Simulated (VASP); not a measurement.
## TePb: single point with PBE+D3(BJ)

TePb:

```
Te Pb
1.0
     4.00229    0.00000    0.00000
     0.00000    4.00229    0.00000
     0.00000    0.00000    4.00229
Te Pb
1 1
Direct
  0.50000 0.50000 0.50000
  0.00000 0.00000 0.00000
```

Measurements of this composition are mostly on another form, of space group No. 225.

| Property | Result |
| --- | --- |
| Program | VASP 6.6.1 |
| Task | single point |
| Functional | PBE |
| Dispersion | D3(BJ) |
| Potentials or basis | VASP PAW PBE potentials, release 64 (Te, Pb_d) |
| Cutoff | 520 eV |
| k mesh | 14 × 14 × 14 |
| Occupations | gaussian, width 0.15 eV |
| Spin | no spin polarisation |
| Dipole correction | no |
| Further INCAR settings | ALGO = Fast; EDIFF = 1e-06; NBANDS = 17 |

* Pressure: -1.8 GPa
* Band gap on the k mesh: none (metal or under the smearing width)
* Dispersion energy per atom: -0.422 eV

Levels at points of the mesh, in eV from the Fermi level:
| k point | band 8 | band 9 | band 10 | band 11 | band 12 | band 13 |
| --- | --- | --- | --- | --- | --- | --- |
| (0.00, 0.00, 0.00) | -1.50 | -1.50 | -1.50 | 4.08 | 4.08 | 5.31 |
| (0.50, 0.00, 0.00) | -0.71 | -0.09 | -0.09 | 0.26 | 2.40 | 2.40 |
| (0.50, 0.50, 0.00) | -4.32 | -4.32 | 0.28 | 3.59 | 3.77 | 3.77 |
| (0.50, 0.50, 0.50) | -2.41 | -2.41 | -2.41 | -0.96 | -0.96 | -0.96 |

Run time: 61 s on 1 thread of Intel(R) Xeon(R) Platinum 8488C (Sapphire Rapids), on a shared host, peak memory 0.26 GiB.

Caveat: pairwise dispersion overbinds metals, which lowers pressure and volume. Spin-orbit coupling is left out, which matters for the levels of Pb, Te.
